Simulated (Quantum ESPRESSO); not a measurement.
# AgCl (Chlorargyrite) (Fm-3m) in Quantum ESPRESSO: notebook, part 2 of 2

Quantum ESPRESSO 7.5. The steps go on from the part before.

## 3. Dielectric tensor, WC

Input file pw.in:

```
&CONTROL
  calculation = 'scf'
  prefix = 'pwscf'
  outdir = './tmp'
  pseudo_dir = './pseudo'
  tprnfor = .true.
  tstress = .true.
  disk_io = 'low'
/
&SYSTEM
  ibrav = 0
  nat = 2
  ntyp = 2
  ecutwfc = 82
  nbnd = 20
  input_dft = 'wc'
  occupations = 'smearing'
  smearing = 'fd'
  degauss = 0.00367493
/
&ELECTRONS
  conv_thr = 4d-10
  electron_maxstep = 120
  mixing_beta = 0.5
/
ATOMIC_SPECIES
Ag   107.8682 Ag.upf
Cl    35.4500 Cl.upf
CELL_PARAMETERS angstrom
   0.0000000000    2.7350000000    2.7350000000
   2.7350000000    0.0000000000    2.7350000000
   2.7350000000    2.7350000000    0.0000000000
ATOMIC_POSITIONS angstrom
Ag     0.0000000000    0.0000000000    0.0000000000
Cl     2.7350000000    2.7350000000    2.7350000000
K_POINTS automatic
6 6 6 1 1 1
```

Input file scf2.in:

```
&CONTROL
  calculation = 'scf'
  prefix = 'pwscf'
  outdir = './tmp'
  pseudo_dir = './pseudo'
  tprnfor = .true.
  tstress = .true.
  disk_io = 'low'
/
&SYSTEM
  ibrav = 0
  nat = 2
  ntyp = 2
  ecutwfc = 82
  nbnd = 20
  input_dft = 'wc'
  occupations = 'fixed'
/
&ELECTRONS
  conv_thr = 1d-13
  electron_maxstep = 120
  mixing_beta = 0.5
  startingpot = 'file'
  startingwfc = 'file'
/
ATOMIC_SPECIES
Ag   107.8682 Ag.upf
Cl    35.4500 Cl.upf
CELL_PARAMETERS angstrom
   0.0000000000    2.7350000000    2.7350000000
   2.7350000000    0.0000000000    2.7350000000
   2.7350000000    2.7350000000    0.0000000000
ATOMIC_POSITIONS angstrom
Ag     0.0000000000    0.0000000000    0.0000000000
Cl     2.7350000000    2.7350000000    2.7350000000
K_POINTS automatic
6 6 6 1 1 1
```

Input file ph.in:

```
dielectric of AgCl
&INPUTPH
  prefix = 'pwscf'
  outdir = './tmp'
  tr2_ph = 1d-18
  fildyn = 'dyn'
  niter_ph = 90
  alpha_mix(1) = 0.7
  epsil = .true.
  trans = .false.
  zeu = .true.
/
0.0000000000 0.0000000000 0.0000000000
```

Potentials or basis: PseudoDojo 0.4.1 SR PBE standard.

Started as:

```console
> OMP_NUM_THREADS=1 pw.x -in pw.in > pw.out
> OMP_NUM_THREADS=1 pw.x -in scf2.in > scf2.out
> OMP_NUM_THREADS=1 ph.x -in ph.in > ph.out
```

pw.out:

```text
This program is part of the open-source Quantum ESPRESSO suite
     for quantum simulation of materials; please cite
         "P. Giannozzi et al., J. Phys.:Condens. Matter 21 395502 (2009);
         "P. Giannozzi et al., J. Phys.:Condens. Matter 29 465901 (2017);
         "P. Giannozzi et al., J. Chem. Phys. 152 154105 (2020);
     in publications or presentations arising from this work. More details at

     IMPORTANT: XC functional enforced from input :
     Exchange-correlation= WC
                           (   1   4  11   4   0   0   0)
     Any further DFT definition will be discarded
     Please, verify this is what you really want

     Message from routine setup:
     using ibrav=0 with symmetry is DISCOURAGED, use correct ibrav instead

     G-vector sticks info
     --------------------
     sticks:   dense  smooth     PW     G-vecs:    dense   smooth      PW
     Sum        1201    1201    361                27581    27581    4573

     Using Slab Decomposition

     bravais-lattice index     =            0
     lattice parameter (alat)  =       7.3092  a.u.
     unit-cell volume          =     276.1205 (a.u.)^3
     number of atoms/cell      =            2
     number of atomic types    =            2
     number of electrons       =        26.00
     number of Kohn-Sham states=           20
     kinetic-energy cutoff     =      82.0000  Ry
     charge density cutoff     =     328.0000  Ry
     scf convergence threshold =      4.0E-10
     mixing beta               =       0.5000
     number of iterations used =            8  plain     mixing
     Exchange-correlation= WC
                           (   1   4  11   4   0   0   0)

     celldm(1)=   7.309223  celldm(2)=   0.000000  celldm(3)=   0.000000
     celldm(4)=   0.000000  celldm(5)=   0.000000  celldm(6)=   0.000000

     crystal axes: (cart. coord. in units of alat)
               a(1) = (   0.000000   0.707107   0.707107 )
               a(2) = (   0.707107   0.000000   0.707107 )
               a(3) = (   0.707107   0.707107   0.000000 )

     reciprocal axes: (cart. coord. in units 2 pi/alat)
               b(1) = ( -0.707107  0.707107  0.707107 )
               b(2) = (  0.707107 -0.707107  0.707107 )
               b(3) = (  0.707107  0.707107 -0.707107 )

     PseudoPot. # 1 for Ag read from file:
     Ag.upf
     Pseudo is Norm-conserving + core correction, Zval = 19.0
     Generated using ONCVPSP code by D. R. Hamann
     Using radial grid of 1538 points,  6 beta functions with:
                l(1) =   0
                l(2) =   0
                l(3) =   1
                l(4) =   1
                l(5) =   2
                l(6) =   2

     PseudoPot. # 2 for Cl read from file:
     Cl.upf
     Pseudo is Norm-conserving + core correction, Zval =  7.0
     Generated using ONCVPSP code by D. R. Hamann
     Using radial grid of 1028 points,  6 beta functions with:
                l(1) =   0
                l(2) =   0
                l(3) =   1
                l(4) =   1
                l(5) =   2
                l(6) =   2

     atomic species   valence    mass     pseudopotential
     Ag               19.00   107.86820     Ag( 1.00)
     Cl                7.00    35.45000     Cl( 1.00)

     48 Sym. Ops., with inversion, found

   Cartesian axes

     site n.     atom                  positions (alat units)
         1        Ag     tau(   1) = (   0.0000000   0.0000000   0.0000000  )
         2        Cl     tau(   2) = (   0.7071068   0.7071068   0.7071068  )

     number of k points=    28  Fermi-Dirac smearing, width (Ry)=  0.0037
                       cart. coord. in units 2pi/alat
        k(    1) = (   0.0589256   0.0589256   0.0589256), wk =   0.0185185
        k(    2) = (   0.1767767   0.1767767  -0.0589256), wk =   0.0555556
        k(    3) = (   0.2946278   0.2946278  -0.1767767), wk =   0.0555556
        k(    4) = (  -0.2946278  -0.2946278   0.4124790), wk =   0.0555556
        k(    5) = (  -0.1767767  -0.1767767   0.2946278), wk =   0.0555556
        k(    6) = (  -0.0589256  -0.0589256   0.1767767), wk =   0.0555556
[... 20 lines left out ...]
        k(   27) = (   0.2946278   0.2946278   0.2946278), wk =   0.0185185
        k(   28) = (  -0.2946278  -0.2946278   0.8838835), wk =   0.0555556

     Dense  grid:    27581 G-vectors     FFT dimensions: (  45,  45,  45)

     Initial potential from superposition of free atoms

     starting charge      25.9995, renormalised to      26.0000
     Starting wfcs are   14 randomized atomic wfcs +    6 random wfcs

     Self-consistent Calculation

     iteration #  1     ecut=    82.00 Ry     beta= 0.50
     Davidson diagonalization with overlap
     ethr =  1.00E-02,  avg # of iterations =  6.4

     Threshold (ethr) on eigenvalues was too large:
     Diagonalizing with lowered threshold

     Davidson diagonalization with overlap
     ethr =  1.50E-04,  avg # of iterations =  3.8

     total energy              =    -342.67773554 Ry
     estimated scf accuracy    <       0.03875699 Ry
[... 50 lines left out ...]
     iteration #  9     ecut=    82.00 Ry     beta= 0.50
     Davidson diagonalization with overlap
     ethr =  3.82E-12,  avg # of iterations =  2.0

     End of self-consistent calculation

          k = 0.0589 0.0589 0.0589 (  3473 PWs)   bands (ev):

   -81.1719 -44.6893 -44.6891 -44.6891  -6.6813   5.6407   5.6407   5.6696
     6.1072   6.1072   6.3487   6.7523   6.7523   9.8146  18.5322  19.2058
    19.2058  20.9377  20.9377  21.2644

          k = 0.1768 0.1768-0.0589 (  3481 PWs)   bands (ev):

   -81.1718 -44.6904 -44.6895 -44.6893  -6.5332   4.5152   4.8653   5.2620
     6.1852   6.2634   6.5706   7.0717   7.8463  11.1950  16.9932  17.7180
    18.3005  19.7616  21.2936  21.9990

          k = 0.2946 0.2946-0.1768 (  3464 PWs)   bands (ev):

   -81.1718 -44.6921 -44.6898 -44.6895  -6.2896   3.4649   4.3728   4.5218
     6.3856   6.4382   6.7382   8.0148   8.6177  12.6650  15.2677  16.6186
    16.6968  20.9125  21.8199  22.2072

          k =-0.2946-0.2946 0.4125 (  3466 PWs)   bands (ev):
[... 19 lines left out ...]
   -81.1718 -44.6906 -44.6896 -44.6896  -6.4770   4.1024   5.2685   5.3150
     6.0195   6.2805   6.7120   6.9615   7.4922  11.8218  16.3708  17.2806
    18.4937  19.0349  22.3015  23.4508

          k = 0.4125 0.1768-0.0589 (  3469 PWs)   bands (ev):

   -81.1718 -44.6916 -44.6902 -44.6899  -6.3008   3.7102   4.6511   4.9336
     6.1667   6.4642   6.7748   7.1109   8.0094  12.6718  15.2053  16.5840
    18.0209  19.7977  22.8077  23.9908

          k =-0.1768-0.4125 0.5303 (  3462 PWs)   bands (ev):
[... 7 lines left out ...]
   -81.1717 -44.6919 -44.6906 -44.6898  -6.2385   3.5688   4.3661   4.6556
     6.3554   6.4859   6.8049   7.1734   8.4930  13.4820  14.5339  16.3645
    17.1716  20.4658  22.6983  23.9994

          k = 0.0589-0.1768 0.2946 (  3470 PWs)   bands (ev):

   -81.1718 -44.6910 -44.6898 -44.6895  -6.4184   3.9672   4.7071   5.0635
     6.1920   6.3700   6.7044   7.1366   8.1356  12.1520  15.9713  16.8654
    17.8472  19.7013  22.0406  22.9267

          k = 0.5303 0.0589 0.0589 (  3452 PWs)   bands (ev):
[... 7 lines left out ...]
   -81.1717 -44.6922 -44.6909 -44.6905  -6.1719   4.0711   4.5939   4.8640
     6.1692   6.5907   6.6771   6.8093   7.2118  11.7635  16.2179  16.8350
    18.5476  20.6599  22.8214  23.6457

          k = 0.0589-0.4125 0.5303 (  3461 PWs)   bands (ev):

   -81.1717 -44.6919 -44.6913 -44.6901  -6.1605   3.7978   4.3395   4.4506
     6.3877   6.5098   6.7639   7.0939   7.9750  13.0539  15.0729  16.5137
    17.5046  21.1226  21.6388  24.2394

          k = 0.1768-0.2946 0.4125 (  3463 PWs)   bands (ev):

   -81.1717 -44.6923 -44.6901 -44.6898  -6.2193   3.3631   4.3060   4.4430
     6.3923   6.4982   6.7815   7.9421   8.5256  13.2721  14.4626  16.6097
    16.7610  21.0576  22.3788  23.0032

          k =-0.6482 0.0589 0.0589 (  3444 PWs)   bands (ev):

   -81.1717 -44.6924 -44.6906 -44.6905  -6.1900   4.0161   5.1225   5.2424
     5.8767   6.5363   6.6567   6.6720   6.8512  11.1151  16.4217  17.1404
    19.8664  20.1550  23.2663  23.5782

          k =-0.5303 0.1768-0.0589 (  3456 PWs)   bands (ev):

   -81.1717 -44.6920 -44.6906 -44.6902  -6.2144   3.8039   4.6305   4.8760
     6.1572   6.5340   6.7416   6.9982   7.5918  12.1710  15.7713  16.5308
    18.4278  20.2039  23.0753  23.9597

          k =-0.4125 0.0589 0.0589 (  3473 PWs)   bands (ev):

   -81.1718 -44.6913 -44.6900 -44.6900  -6.3435   3.7861   5.1637   5.2320
     5.9462   6.3624   6.7814   6.9470   7.4485  12.2358  15.6851  16.8542
    18.6818  19.1698  22.8925  24.4694

          k = 0.1768 0.1768 0.1768 (  3461 PWs)   bands (ev):
[... 37 lines left out ...]
   -81.1717 -44.6918 -44.6913 -44.6905  -6.1535   4.0889   4.3390   4.5371
     6.4140   6.5535   6.6858   6.8509   7.5058  12.7362  15.8744  16.5028
    17.2870  21.4371  22.3249  23.6158

          k =-0.7660 0.1768 0.1768 (  3452 PWs)   bands (ev):

   -81.1717 -44.6920 -44.6912 -44.6903  -6.1627   4.0359   4.2879   4.6583
     6.2256   6.5615   6.7357   7.0582   7.5967  12.2282  15.6939  16.7404
    18.3549  20.3686  22.1372  24.1283

          k = 0.2946 0.2946 0.2946 (  3468 PWs)   bands (ev):
[... 7 lines left out ...]
   -81.1717 -44.6924 -44.6903 -44.6898  -6.1862   3.3362   4.3238   4.3257
     6.4513   6.4864   6.7875   7.8921   8.5231  13.5792  14.1548  16.6379
    16.6948  21.6178  21.8695  23.2635

     the Fermi energy is     9.2778 ev

!    total energy              =    -342.69101564 Ry
     estimated scf accuracy    <          1.4E-11 Ry
     smearing contrib. (-TS)   =      -0.00000004 Ry
     internal energy E=F+TS    =    -342.69101560 Ry

     The total energy is F=E-TS. E is the sum of the following terms:
     one-electron contribution =    -176.49639104 Ry
     hartree contribution      =      98.80667523 Ry
     xc contribution           =     -55.10442662 Ry
     ewald contribution        =    -209.89687317 Ry

     convergence has been achieved in   9 iterations

     Forces acting on atoms (cartesian axes, Ry/au):

     atom    1 type  1   force =    -0.00000000   -0.00000000    0.00000000
     atom    2 type  2   force =    -0.00000000    0.00000000    0.00000000

     Total force =     0.000000     Total SCF correction =     0.000000

     Computing stress (Cartesian axis) and pressure

          total   stress  (Ry/bohr**3)                   (kbar)     P=       -6.94
  -0.00004715  -0.00000000  -0.00000000           -6.94       -0.00       -0.00
  -0.00000000  -0.00004715  -0.00000000           -0.00       -6.94       -0.00
  -0.00000000  -0.00000000  -0.00004715           -0.00       -0.00       -6.94

=------------------------------------------------------------------------------=
   JOB DONE.
=------------------------------------------------------------------------------=
```

It took 7.5 min on 1 thread of Arm Neoverse V2, shared host; peak memory 0.09 GiB.

Results:

```
Free energy                             : -4662.5488 eV
Pressure                                : -0.7 GPa
Electronic dielectric tensor (diagonal) : 5.49
Born charges (mean of the diagonal)     : Ag +1.43; Cl -1.43 e
```

Electronic dielectric tensor:
```
5.49 0.00 0.00
0.00 5.49 0.00
0.00 0.00 5.49
```

Born effective charge tensors (e):
atom 1, Ag
```
1.43 0.00 0.00
0.00 1.43 0.00
0.00 0.00 1.43
```
atom 2, Cl
```
-1.43  0.00  0.00
 0.00 -1.43  0.00
 0.00  0.00 -1.43
```

Caveat: the potentials were made for another functional, which shifts forces and pressure.

## 4. Comparison with measurements

Step 2. Measured high-frequency dielectric constant of AgCl: 3.92 (a printed reference work, monograph). This calculation gives 5.47 (+39.4 %). So large a miss can be the level of theory's own, or it may mean another phase, state or a wrong row.

Step 3. Measured high-frequency dielectric constant of AgCl: 3.92 (a printed reference work, monograph). This calculation gives 5.49 (+40.1 %). So large a miss can be the level of theory's own, or it may mean another phase, state or a wrong row.
